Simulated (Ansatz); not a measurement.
Here is an Ansatz input file for NaCl, space group Pm-3m. Write the same calculation for the Python package.

```yaml
crystal:
  lattice:
    - [2.86, 0.0, 0.0]
    - [0.0, 2.86, 0.0]
    - [0.0, 0.0, 2.86]
  atoms:
    - { symbol: Na, position: [0.0, 0.0, 0.0] }
    - { symbol: Cl, position: [0.5, 0.5, 0.5] }
basis:
  ecutwfc: 470.0
kpoints:
  mp_grid: { grid: [7, 7, 7] }
hamiltonian:
  xc: pbe
scf:
  occupations: { method: fermi_dirac, width: 0.05 }
output:
  dos: { de: 0.1, method: { smearing: { sigma: 0.2 } }, projected: true }
  stress: true
  eigenvalues: true
```

On the command line:
```console
$ ansatz run input.yaml --threads 1 --pin off --max-ram 3072MiB --backend cpu --events-out ev --progress --plain --runs-dir out
Engine: ansatz 0.2.0, aarch64-unknown-linux-gnu
Pseudopotentials: kind: paw
Pseudopotential: Na, paw, valence charge 9, recommended cutoff 420 eV (normal), Na.paw.azcp
Pseudopotential: Cl, paw, valence charge 7, recommended cutoff 420 eV (normal), Cl.paw.azcp
Functional definition: PBE
  parameter kappa = 0.804
  parameter beta = 0.06672455060314922
  exchange = pbe_x(kappa = kappa, mu = beta*pi^2/3)
  correlation = pbe_c(beta = beta)
Crystal: 2 atoms, lattice volume = 23.394 Å³
Basis set: ecut = 470 eV, 515 PW (Γ)
Bands: 12, of which v1, the nominal top of the filled ones, is band 8 counted from 1 (7 counted from 0)
Symmetry: 48 space group operations
Space group: Pm-3m (ITA 221), of the structure as read, at distance tolerance 2.9e-5 Å
k-points: 20 of 343
Non-local potential: Na, projectors of the file, l = 0: 3, l = 1: 2, l = 2: 1
Non-local potential: Cl, projectors of the file, l = 0: 2, l = 1: 2, l = 2: 2
PAW form: soft (Blöchl's): semilocal exchange-correlation on the pseudo side does not see the compensation charge
PAW one-centre angular grid: Na, 110 points (default); XC on 64 Gauss nodes
PAW one-centre angular grid: Cl, 110 points (default); XC on 64 Gauss nodes
Initial density: superposition of atomic densities (neutral atoms: chi_scale 0, normalization atom), corrected by the library's trained network
Initial wavefunctions: pseudopotential atomic-orbital guess
Functional: x = pbe(κ = 0.804, μ = 0.2195149727645171), c = pbe(β = 0.06672455060314922)
SCF iter   1: F=—  HF=-2566.985534 eV  |F-HF|=—  |Δ(HF+E_count)|=         —  Δρ=1.10e-3  dr2=2.25e-4  ethr=1.77e-3  ⟨swp⟩=6.0  Hψ=1467  notcnv=0
preconditioner: auto → none  [insulator: Δε(μ)=4.942 eV  Ē_g=23.592 eV  σ=0.050 eV  W_gap=1.00  n_scr=6 (ndim 8)  ℏωp=28.7 eV  f_vac=0.001  D(μ)=0.00/eV (n_scr^D=0)  ε∞_Penn≈2.5]
SCF iter   2: F=—  HF=-2566.984471 eV  |F-HF|=—  |Δ(HF+E_count)|=   1.06e-3  Δρ=1.04e-3  dr2=1.89e-4  ethr=1.40e-6  ⟨swp⟩=2.1  Hψ=550  notcnv=0
SCF iter   3: F=—  HF=-2566.984365 eV  |F-HF|=—  |Δ(HF+E_count)|=   1.06e-4  Δρ=5.89e-4  dr2=5.49e-5  ethr=1.18e-6  ⟨swp⟩=2.0  Hψ=370  notcnv=0
SCF iter   4: F=—  HF=-2566.984321 eV  |F-HF|=—  |Δ(HF+E_count)|=   4.38e-5  Δρ=1.60e-4  dr2=2.95e-6  ethr=3.43e-7  ⟨swp⟩=2.0  Hψ=384  notcnv=0
SCF iter   5: F=—  HF=-2566.984325 eV  |F-HF|=—  |Δ(HF+E_count)|=   3.61e-6  Δρ=1.69e-4  dr2=5.26e-6  ethr=1.84e-8  ⟨swp⟩=2.0  Hψ=400  notcnv=0
SCF iter   6: F=—  HF=-2566.984323 eV  |F-HF|=—  |Δ(HF+E_count)|=   2.02e-6  Δρ=7.27e-5  dr2=1.05e-6  ethr=1.84e-8  ⟨swp⟩=2.3  Hψ=399  notcnv=0
SCF iter   7: F=—  HF=-2566.984322 eV  |F-HF|=—  |Δ(HF+E_count)|=   3.86e-7  Δρ=3.07e-5  dr2=1.75e-7  ethr=6.56e-9  ⟨swp⟩=2.2  Hψ=381  notcnv=0
SCF iter   8: F=-2566.984322 eV  HF=-2566.984322 eV  |F-HF|=1.98e-10  |Δ(HF+E_count)|=   8.02e-8  Δρ=1.21e-6  dr2=2.23e-10  ethr=6.25e-10  ⟨swp⟩=4.0  Hψ=719  notcnv=0
SCF 1 converged in 8 iterations: F = -2566.984322 eV  dr2 = 2.23e-10
  greatest PAW one-centre occupation: 1.000 electrons in one spin orbital (limit 2), on the Na atom at site 0 (counted from 0), in its partial waves of l = 0
SCF converged after 8 iterations
Free energy (F): -2566.984322 eV
Harris-Foulkes:  -2566.984322 eV  (|F-HF|=1.98e-10)
Internal energy: -2566.984322 eV  (E = F + TS)
E sigma→0 (E₀):  -2566.984322 eV
Fermi energy:    12.702475 eV
--- Per-component energies (eV) ---
  E_band       = -124.061376
  E_kinetic    = 295.807977
  E_local      = -1152.637474  (includes V_loc(G=0)·N_el)
  E_nonlocal   = 145.678543
  E_hartree    = 401.502245
  E_xc         = -151.799807
  E_vxc        = -179.822911  (∫ρ·V_xc dr)
  E_paw        = -922.618564  (= ΣΔE_a)
  E_vpaw       = -36.092422  (= ΣTr[D̂ρ^β])
  E_aug_tail   = 0.000050  (compensation charges beyond the density's cutoff)
  E_ewald      = -1182.917293
  E_smearing   = -0.000000  (= −TS)
  E_closure    = -0.000000  (closes the sum)
  Σ components = -2566.984322   (vs F -2566.984322, Δ=0.00e0)
--- Stress (GPa, compression-positive) ---
       64.921729       0.000000       0.000000
        0.000000      64.921729       0.000000
        0.000000       0.000000      64.921729
  P = ⅓ Tr σ = 64.9217 GPa (649.217 kbar)
--- Band table (eV; the first three rows and the last of 20) ---
  k-point 0: bands = ["-40.5616", "-12.4070", "-12.4070", "-12.4070", "-6.6290", "9.0618", "9.0618", "9.0618", "16.9049", "16.9049", "17.7601", "27.3774"]
  k-point 1: bands = ["-40.5570", "-12.4944", "-12.4002", "-12.4002", "-6.3671", "7.6127", "9.1447", "9.1447", "17.2169", "17.6701", "19.2420", "26.0666"]
  k-point 2: bands = ["-40.5466", "-12.6791", "-12.3848", "-12.3848", "-5.7194", "5.2553", "9.3419", "9.3419", "18.0937", "18.5499", "22.5806", "24.1051"]
  k-point 19: bands = ["-40.4966", "-12.5886", "-12.5807", "-12.5807", "-3.2657", "5.6478", "5.6478", "5.7278", "16.7349", "16.8934", "16.8934", "28.2085"]
```

The script, `run_scf.py`:
```python
"""Single point of NaCl."""

import sys

import ansatz as az
from ase.data import atomic_numbers
import numpy as np
import spglib

XC = "pbe"
ECUT = 470
KGRID = (7, 7, 7)
SMEARING = "fermi_dirac"
SIGMA = 0.05


def main() -> None:
    structure = (
        az.Lattice.of((2.86, 0.0, 0.0), (0.0, 2.86, 0.0), (0.0, 0.0, 2.86))
        .atom("Na", (0.0, 0.0, 0.0))
        .atom("Cl", (0.5, 0.5, 0.5))
    )

    # the calculation
    base = structure.calculation()
    base = base.functional(XC).basis(ECUT)
    base = base.kpoints(*KGRID).occupations(SMEARING, width=SIGMA)
    base = base.band_table()
    base = base.density_of_states(energy_step=0.1, method="smearing", broadening_width=0.2, projected=True).stress()
    try:
        out = base.run()
    except az.NonConvergedError as error:
        sys.exit(f"no convergence: {error}")
    except az.RefusalError as error:
        sys.exit(f"input refused: {error}")
    data = out.report

    print(f"free energy      {data['free_energy_ev']:.5f} eV")
    print(f"per atom         {data['free_energy_ev'] / len(out.lattice.sites):.5f} eV")
    print(f"SCF iterations   {data['n_iterations']}  (converged: {data['converged']})")

    # the band energy is the weighted sum of filled levels
    eps, occ = np.array(data["eigenvalues_ev"]), np.array(data["occupations"])
    wk = np.tile(data["kweights"], len(eps) // len(data["kweights"]))
    print(f"sum of w f eps = {wk @ (eps * occ).sum(axis=1):.4f} eV, reported band energy {data['components']['e_band']:.4f} eV")

    dos = out.density_of_states()
    energy = np.asarray(dos.energies_ev) - dos.fermi_ev
    projected = out.projected_density_of_states()
    # electrons in each projected shell, from the curves below the Fermi level
    step = energy[1] - energy[0]
    for index, site in enumerate(projected.sites):
        for shell in site.shells:
            curve = sum(np.sum(part.g_bin_mean_per_ev, axis=0) for part in shell.curves)
            print(f"site {index} {site.species:2s} {shell.label:3s} filled {curve[energy <= 0].sum() * step:7.3f}  at E_F {np.interp(0, energy, curve):7.3f} /eV")

    spg_cell = (out.lattice.cell_ang, [s.position_frac for s in out.lattice.sites], [atomic_numbers[s.symbol] for s in out.lattice.sites])
    # space group as spglib finds it
    for tolerance in (1e-5, 1e-3, 1e-1):
        print(f"symprec {tolerance:g} A: {spglib.get_spacegroup(spg_cell, symprec=tolerance)}")
    print("operations used by the run:", data["n_symmetry_ops"])

    # pressure is a third of the trace
    print("pressure by term (GPa)")
    for term, tensor in data["stress_terms_gpa"].items():
        if np.any(tensor):
            print(f"  {term:28s} {np.trace(np.array(tensor)) / 3:12.3f}")
    print(f"  {'total':28s} {np.trace(np.array(data['stress_gpa'])) / 3:12.3f}")


if __name__ == "__main__":
    main()
```

```console
$ python run_scf.py
free energy      -2566.98432 eV
per atom         -1283.49216 eV
SCF iterations   8  (converged: True)
sum of w f eps = -124.0614 eV, reported band energy -124.0614 eV
site 0 Na 2S  filled   1.972  at E_F   0.000 /eV
site 0 Na 3S  filled   0.313  at E_F   0.000 /eV
site 0 Na 2P  filled   5.996  at E_F   0.000 /eV
site 1 Cl 3S  filled   1.863  at E_F   0.000 /eV
site 1 Cl 3P  filled   5.789  at E_F   0.000 /eV
symprec 1e-05 A: Pm-3m (221)
symprec 0.001 A: Pm-3m (221)
symprec 0.1 A: Pm-3m (221)
operations used by the run: 48
pressure by term (GPa)
  kinetic                          1350.613
  hartree                           916.598
  ewald                           -2700.508
  local_pseudopotential              62.312
  nonlocal_pseudopotential          101.501
  augmentation                      649.345
  nlcc                             -111.188
  xc                               -203.770
  augmentation_tail                  -0.001
  scf_correction                      0.001
  pulay_correction                    0.017
  total                              64.922
```

Notes:
- Absolute energies stand on the zero of these potentials, so only differences at equal settings mean something.
- Along an axis with an odd division the mesh misses the point at one half; a gap read on a finite mesh is an upper bound on this functional's gap.
- Semilocal gaps usually lie well under measured ones.
- Projections exist only for the shells that the potentials hold, some of them semicore, and samples at single energies can miss narrow peaks.
- Pressure is positive in compression.
- In a crystal with a gap the Fermi level's place inside it depends on smearing and mesh.
- The crystal has a gap of about 4.94 eV on the mesh; any density of states at or just above the Fermi level is the tail of the broadening.
- At these settings the cell as given stands under about 65 GPa, so it isn't at this functional's equilibrium volume and may be a high-pressure phase.
- The starting cell is as deposited in a crystallographic database; the results hold for this polymorph, which needn't be the stable one.
- Gaps and levels are Kohn-Sham values on a finite set of k-points.
- The computed bands are complete only to about 8.7 eV above the Fermi level; beyond that the density of states is undercounted.
- Wall time of the script: 1.1 s on 1 thread of Arm Neoverse V2, with other jobs on the host, peak memory 0.32 GiB.

(Lines on the test bed's own set-up are left out of the output.)
